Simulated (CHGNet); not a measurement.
**Rutile GeO2**

Calculation: the machine-learned potential CHGNet-r²SCAN (trained on r²SCAN data).

Cell (relaxed at this level):

```yaml
crystal:
  lattice:
    - [4.41236, 0.00000, 0.00000]
    - [0.00000, 4.41236, 0.00000]
    - [0.00000, 0.00000, 2.87673]
  atoms:
    - { symbol: Ge, position: [0.00000, 0.00000, 0.00000] }
    - { symbol: Ge, position: [0.50000, 0.50000, 0.50000] }
    - { symbol: O, position: [0.30566, 0.30566, 0.00000] }
    - { symbol: O, position: [0.80566, 0.19434, 0.50000] }
    - { symbol: O, position: [0.19434, 0.80566, 0.50000] }
    - { symbol: O, position: [0.69434, 0.69434, 0.00000] }
```

```yaml
lattice_constant_a: 4.412 Å
c axis length: 2.877 Å
```

Measured, for comparison: lattice constant a 4.397 Å (temperature not stated, no zero-point or thermal correction; as tabulated in Saito and Ono (2011), arXiv:1008.4998); lattice parameter c 2.862 Å (room temperature, no zero-point or thermal correction; as tabulated in Hiroi (2015), arXiv:1503.02262). Computed (rounded) less measured: lattice constant a +0.3 %, lattice parameter c +0.5 %.

A machine-learned potential is trained on density-functional data: it inherits that level's misses and adds fitting errors of its own.
